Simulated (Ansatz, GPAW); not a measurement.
Ca: 3 runs at one level of theory

```
Ca
1.0
     0.00000    2.92745    2.92745
     2.92745    0.00000    2.92745
     2.92745    2.92745    0.00000
Ca
1
Direct
  0.00000 0.00000 0.00000
```

Alike in all runs: task band structure; functional PBE; k mesh 8 × 8 × 8; occupations methfessel-paxton, width 0.2 eV; no spin polarisation; no spin-orbit coupling. Pressure is positive in compression and, in plane waves, holds the error of the finite cutoff, which Ansatz's Pulay term estimates and takes out.

```json
{"program and potentials": "Ansatz, Ansatz PAW", "plane-wave cutoff (eV)": "420", "notes": "-", "pressure (GPa)": "-2.23"}
{"program and potentials": "GPAW, GPAW PAW data sets (gpaw-data 1.2.1)", "plane-wave cutoff (eV)": "600", "notes": "-", "pressure (GPa)": "-2.21"}
{"program and potentials": "Ansatz, all-electron LAPW, scalar-relativistic", "plane-wave cutoff (eV)": "-", "notes": "-", "pressure (GPa)": "-2.23"}
```

The pressure spans -2.23 (Ansatz, Ansatz PAW) to -2.21 GPa (GPAW, GPAW PAW data sets (gpaw-data 1.2.1)), with all-electron results at -2.23.

Differences between rows come from potentials, basis sets and numerical settings, since the functional is the same but for its coding. Runs on potential files found faulty are left out.
